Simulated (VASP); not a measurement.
# CdH2O2 (P3m1) in VASP: notebook

One crystal, CdH2O2, is run at these levels: PBEsol; tasks: single point.

All numbers are computed with VASP 6.6.1; they aren't measurements. Logs are shortened: lines on timing, memory, paths and dates and some standing lists are left out, and cuts for length are marked.

## (1) The structure

It takes space group P3m1 (No. 156, trigonal). The conventional cell has a = 3.840 Å, b = 3.840 Å, c = 4.441 Å, α = 90.00°, β = 90.00°, γ = 120.00°. Cd (site symmetry 3m) is surrounded by 3 H at 2.22 Å and 6 O at 2.32 to 2.43 Å. H (site symmetry 3m) is surrounded by 1 O at 0.79 Å. H (site symmetry 3m) has 1 O at 0.98 Å as nearest neighbours. O (site symmetry 3m) is surrounded by 1 H at 0.79 Å. Around O (site symmetry 3m) lie 1 H at 0.98 Å.

The cell comes from a database or a generator and needn't be the stable form of this composition.

## (2) Single point, PBEsol

The input, INCAR:

```
SYSTEM = CdH2O2
ALGO     = Normal         ! electronic algorithm
EDIFF    = 1E-7           ! SCF threshold, eV
ENCUT    = 520            ! plane-wave cutoff, eV
GGA      = PS             ! functional
ISIF     = 2              ! what is computed and relaxed
ISMEAR   = 0              ! smearing method
LASPH    = .True.         ! aspherical terms in the spheres
LCHARG   = .False.        ! write CHGCAR
LREAL    = .False.        ! projectors in reciprocal space
LWAVE    = .False.        ! write WAVECAR
NBANDS   = 21             ! bands
NELM     = 100            ! most SCF steps
PREC     = Accurate       ! precision mode
SIGMA    = 0.01           ! smearing width, eV
```

The input, KPOINTS:

```
k-points
0
Gamma
  4 4 3
  0 0 0
```

The input, POSCAR:

```
CdH2O2
1.0
    3.8398220000      0.0000000000      0.0000000000
   -1.9199110000      3.3253830000      0.0000000000
    0.0000000000      0.0000000000      4.4413930000
Cd H O
1 2 2
Direct
    0.3333333333      0.6666666667      0.9873000000
    0.0000000000      0.0000000000      0.0080770000
    0.6666666667      0.3333333333      0.4318850000
    0.0000000000      0.0000000000      0.8311940000
    0.6666666667      0.3333333333      0.2118940000
```

Potentials or basis: VASP PAW PBE potentials, release 64 (Cd, H, O).

Command:

```
cat potpaw_PBE.64/Cd/POTCAR potpaw_PBE.64/H/POTCAR potpaw_PBE.64/O/POTCAR > POTCAR
mpirun -np 1 vasp_std > vasp.out
```

OUTCAR:

```text
SYSTEM = CdH2O2
   EDIFF = 1E-7
   ENCUT = 520
   GGA = PS
   ISIF = 2
   ISMEAR = 0
   LASPH = .True.
   LREAL = .False.
   NELM = 100
   PREC = Accurate

 ion  position               nearest neighbor table
   1  0.333  0.667  0.987-   2 2.22   2 2.22   2 2.22   4 2.32   4 2.32   4 2.32   5 2.43   5 2.43
                             5 2.43
   2  0.000  0.000  0.008-   4 0.79   1 2.22   1 2.22   1 2.22
   3  0.667  0.333  0.432-   5 0.98
   4  0.000  0.000  0.831-   2 0.79   1 2.32   1 2.32   1 2.32
   5  0.667  0.333  0.212-   3 0.98   1 2.43   1 2.43   1 2.43

  LATTYP: Found a hexagonal cell.
 ALAT       =     3.8398220000
 C/A-ratio  =     1.1566663767

  Lattice vectors:

 A1 = (   3.8398220000,   0.0000000000,   0.0000000000)
 A2 = (  -1.9199110000,   3.3253830000,   0.0000000000)
 A3 = (   0.0000000000,   0.0000000000,   4.4413930000)

Analysis of symmetry for initial positions (statically):
=====================================================================
 Subroutine PRICEL returns:
 Original cell was already a primitive cell.

 Routine SETGRP: Setting up the symmetry group for a
 hexagonal supercell.

 Subroutine GETGRP returns: Found  6 space group operations
 (whereof  6 operations were pure point group operations)
 out of a pool of 24 trial point group operations.

The static configuration has the point symmetry C_3v.

Analysis of symmetry for dynamics (positions and initial velocities):
=====================================================================
 Subroutine PRICEL returns:
 Original cell was already a primitive cell.

 Routine SETGRP: Setting up the symmetry group for a
 hexagonal supercell.

 Subroutine GETGRP returns: Found  6 space group operations
 (whereof  6 operations were pure point group operations)
 out of a pool of 24 trial point group operations.

The dynamic configuration has the point symmetry C_3v.

 Subroutine INISYM returns: Found  6 space group operations
 (whereof  6 operations are pure point group operations),
 and found     1 'primitive' translations

----------------------------------------------------------------------------------------

                                     Primitive cell

[... 78 lines left out ...]
   ENCUT  =  520.0 eV  38.22 Ry    6.18 a.u.   7.14  7.14  8.26*2*pi/ulx,y,z
   NELM   =    100;   NELMIN=  2; NELMDL= -5     # of ELM steps
   EDIFF  = 0.1E-06   stopping-criterion for ELM
   LREAL  =      F    real-space projection
   EDIFFG = 0.1E-05   stopping-criterion for IOM
   NSW    =      0    number of steps for IOM
   IBRION =     -1    ionic relax: 0-MD 1-quasi-New 2-CG
   NFREE  =      0    steps in history (QN), initial steepest desc. (CG)
   ISIF   =      2    stress and relaxation
   ISYM   =      2    0-nonsym 1-usesym 2-fastsym
   POTIM  = 0.5000    time-step for ionic-motion
   TEBEG  =    0.0;   TEEND  =   0.0 temperature during run
   PSTRESS=    0.0 pullay stress
   NELECT =      26.0000    total number of electrons
   NUPDOWN=      -1.0000    fix difference up-down
   EMIN   =  10.00;   EMAX   =-10.00  energy-range for DOS
   EFERMI =   0.00;   METHOD = LEGACY
   ISMEAR =     0;   SIGMA  =   0.01  broadening in eV -4-tet -1-fermi 0-gaus
   EFERMI_NEDOS =   21; number of points for ismear=-14 and -15
   IALGO  =     38    algorithm
   IMIX   =      4    mixing-type and parameters
     AMIX     =   0.40;   BMIX     =  1.00
     AMIX_MAG =   1.60;   BMIX_MAG =  1.00
  volume/ion in A,a.u.               =      11.34        76.54
  Fermi-wavevector in a.u.,A,eV,Ry     =   1.262337  2.385471 21.680810  1.593495
  Thomas-Fermi vector in A             =   2.395750
   LORBIT       =      0    0 simple, 1 ext, 2 COOP (PROOUT), +10 PAW based schemes
   GGA     = PS    functional components
   LHFCALC =     F    Hartree Fock is set to
   AEXX    =    0.0000 exact exchange contribution
   IVDW    =     0    specifies the selected vdW correction
   LEPSILON=     F    determine dielectric tensor
   LRPA    =     F    only Hartree local field effects (RPA)
 non-spin polarized calculation
 Gauss-broadening in eV      SIGMA  =   0.01
  energy-cutoff  :      520.00
  volume of cell :       56.71
 maximum number of plane-waves:      1534
 NGX is ok and might be reduce to    30
   NGX = 15   NGY = 15   NGZ = 17

 number of electron      26.0000008 magnetization

 Free energy of the ion-electron system (eV)
  ---------------------------------------------------
  ext. energy  EPLUGINS =         0.00000000
  ---------------------------------------------------
  free energy    TOTEN  =       -20.99235457 eV

  energy without entropy =      -20.99235457  energy(sigma->0) =      -20.99235457

 E-fermi :  -0.8598     XC(G=0):  -9.3181

 val. band max:       -0.9326145522   @ k =   0.5000   0.0000   0.0000
 cond. band min:       0.3192528391   @ k =   0.0000   0.0000   0.0000
 fundamental gap:      1.2518673914
 Fermi energy:        -0.8598061810

 k-point     1 :       0.0000    0.0000    0.0000
  band No.  band energies     occupation
      1     -20.8564      2.00000
      2     -18.2934      2.00000
      3      -7.8186      2.00000
      4      -7.8186      2.00000
      5      -7.6883      2.00000
      6      -7.0827      2.00000
[... 205 lines left out ...]
     20      13.0712      0.00000
     21      15.1878      0.00000

------------------------ aborting loop because EDIFF is reached ----------------------------------------

  FORCE on cell =-STRESS in cart. coord.  units (eV):
  Direction    XX          YY          ZZ          XY          YZ          ZX
  --------------------------------------------------------------------------------------
  -------------------------------------------------------------------------------------
  Total       -0.9547529     -0.9547527     15.5689235      0.0000000      0.0000000      0.0000000
  in kB      -26.9730214    -26.9730150    439.8425070      0.0000000      0.0000000      0.0000000
  external PRESSURE =     128.6321569 kB  Pullay stress =       0.0000000 kB

 VOLUME and BASIS-vectors are now :
 -----------------------------------------------------------------------------
  energy-cutoff  :      520.00
  volume of cell :       56.71
      direct lattice vectors                 reciprocal lattice vectors
     3.839822000  0.000000000  0.000000000     0.260428739  0.150358620  0.000000000
    -1.919911000  3.325383000  0.000000000     0.000000000  0.300717241  0.000000000
     0.000000000  0.000000000  4.441393000     0.000000000  0.000000000  0.225154586

 POSITION                                       TOTAL-FORCE (eV/Angst)
 -----------------------------------------------------------------------------------
     -0.00000      2.21692      4.38499         0.000000     -0.000000      0.121773
      0.00000      0.00000      0.03587         0.000000      0.000000     19.950597
      1.91991      1.10846      1.91817         0.000000      0.000000      0.094928
      0.00000      0.00000      3.69166        -0.000000      0.000000    -20.013894
      1.91991      1.10846      0.94110        -0.000000      0.000000     -0.153402
 -----------------------------------------------------------------------------------
    total drift:                               -0.000000     -0.000001     -0.000616

  FREE ENERGIE OF THE ION-ELECTRON SYSTEM (eV)
  ---------------------------------------------------
  free  energy   TOTEN  =       -20.9923545743 eV

  energy  without entropy=      -20.9923545743  energy(sigma->0) =      -20.99235457
```

OSZICAR:

```text
N       E                     dE             d eps       ncg     rms          rms(c)
DAV:   1     0.162657125410E+03    0.16266E+03   -0.13465E+04   378   0.116E+03
DAV:   2    -0.163363319748E+02   -0.17899E+03   -0.17196E+03   418   0.299E+02
DAV:   3    -0.253961713692E+02   -0.90598E+01   -0.90156E+01   448   0.707E+01
DAV:   4    -0.254469921302E+02   -0.50821E-01   -0.50815E-01   393   0.571E+00
DAV:   5    -0.254472138622E+02   -0.22173E-03   -0.22173E-03   458   0.357E-01    0.130E+01
DAV:   6    -0.210089232561E+02    0.44383E+01   -0.11474E+01   481   0.489E+01    0.810E+00
DAV:   7    -0.210608139419E+02   -0.51891E-01   -0.18691E+00   403   0.109E+01    0.480E+00
DAV:   8    -0.210104254584E+02    0.50388E-01   -0.37284E-01   403   0.453E+00    0.101E+00
DAV:   9    -0.209913977001E+02    0.19028E-01   -0.10158E-01   509   0.262E+00    0.224E-01
DAV:  10    -0.209920695439E+02   -0.67184E-03   -0.77482E-03   403   0.871E-01    0.130E-01
DAV:  11    -0.209922470455E+02   -0.17750E-03   -0.59986E-04   421   0.217E-01    0.591E-02
DAV:  12    -0.209923376679E+02   -0.90622E-04   -0.10105E-04   383   0.854E-02    0.274E-02
DAV:  13    -0.209923533751E+02   -0.15707E-04   -0.27671E-05   429   0.434E-02    0.109E-02
DAV:  14    -0.209923543788E+02   -0.10037E-05   -0.47045E-06   423   0.179E-02    0.652E-03
DAV:  15    -0.209923546055E+02   -0.22677E-06   -0.24173E-06   408   0.115E-02    0.201E-03
DAV:  16    -0.209923545743E+02    0.31283E-07   -0.50160E-07   412   0.654E-03
   1 F= -.20992355E+02 E0= -.20992355E+02  d E =-.335042E-26
```

It took 26 s on 1 thread of Intel Xeon Platinum 8175M at 2.50GHz (Skylake/Cascade Lake), shared host; peak memory 0.17 GiB.

Results:

* Free energy: -20.9924 eV
* Pressure: 12.9 GPa
* Largest force: 20.014 eV/Å
* Band gap on the k mesh: 1.25 eV, indirect (least direct gap 1.83 eV)

Forces in eV/Å, atoms in the order of the input:
```
Cd    0.000   0.000   0.122
H     0.000   0.000  19.951
H     0.000   0.000   0.095
O     0.000   0.000 -20.014
O     0.000   0.000  -0.153
```

Stress tensor (GPa, compression positive):
```
-2.70  0.00  0.00
 0.00 -2.70  0.00
 0.00  0.00 43.98
```

Levels at points of the mesh, in eV from the valence-band top:
```tsv
k point	band 11	band 12	band 13	band 14	band 15	band 16
(0.00, 0.00, 0.00)	-1.08	-0.58	-0.58	1.25	6.67	9.54
(0.50, 0.00, 0.00)	-2.60	-1.71	0.00	5.26	6.32	8.62
```

Caveat: the k mesh is coarse (spacing up to 0.47 Å⁻¹), so the values aren't converged; the PAW data sets were made with another functional, which shifts forces and pressure a little; an odd mesh through Γ misses points on the zone boundary, where band edges often lie.

## (3) Single point, PBEsol

The input, INCAR:

```
SYSTEM = CdH2O2
ALGO = Normal ; EDIFF = 1E-7
ENCUT = 520 ; GGA = PS
ISIF = 2 ; ISMEAR = 0
LASPH = .True. ; LCHARG = .True.
LELF = .True. ; LREAL = .False.
LVHAR = .True. ; LWAVE = .False.
NBANDS = 21 ; NELM = 100
PREC = Accurate ; SIGMA = 0.01
```

KPOINTS is that of step 2.

POSCAR: that of step 2 with these lines changed.

```diff
@@ -11,3 +11,3 @@
     0.6666666667      0.3333333333      0.4318850000
-    0.0000000000      0.0000000000      0.8311940000
+    0.0000000000      0.0000000000      0.8161940000
     0.6666666667      0.3333333333      0.2118940000
```

Potentials or basis: VASP PAW PBE potentials, release 64 (Cd, H, O).

Command:

```
cat potpaw_PBE.64/Cd/POTCAR potpaw_PBE.64/H/POTCAR potpaw_PBE.64/O/POTCAR > POTCAR
mpirun -np 1 vasp_std > vasp.out
```

Wall time 28 s (1 thread of Intel Xeon Platinum 8175M at 2.50GHz (Skylake/Cascade Lake), shared host); peak memory 0.17 GiB.

Results (log left out):

```yaml
Free_energy: -21.9637 eV
Pressure: 5.5 GPa
Largest_force: 10.045 eV/Å
Band_gap_on_the_k_mesh: 1.21 eV, indirect (least direct gap 1.77 eV)
```

Forces in eV/Å, atoms in the order of the input:
```
Cd   0.000  0.000  0.068
H    0.000  0.000 10.045
H    0.000  0.000  0.114
O    0.000  0.000 -9.949
O    0.000  0.000 -0.278
```

Stress tensor (GPa, compression positive):
```
-3.44  0.00  0.00
 0.00 -3.44  0.00
 0.00  0.00 23.35
```

Levels at points of the mesh, in eV from the valence-band top:
```
           k point  band 9  band 10  band 11  band 12  band 13  band 14  band 15  band 16  band 17  band 18
(0.00, 0.00, 0.00)   -4.21    -1.03    -1.03    -0.57    -0.57     1.21     6.50     9.68    10.83    10.83
(0.50, 0.00, 0.00)   -4.16    -3.27    -2.49    -1.71     0.00     5.24     6.29     8.55     9.77    11.42
```

Caveat: the k mesh is coarse (spacing up to 0.47 Å⁻¹), so the values aren't converged; the PAW data sets were made with another functional, which shifts forces and pressure a little; an odd mesh through Γ misses points on the zone boundary, where band edges often lie.
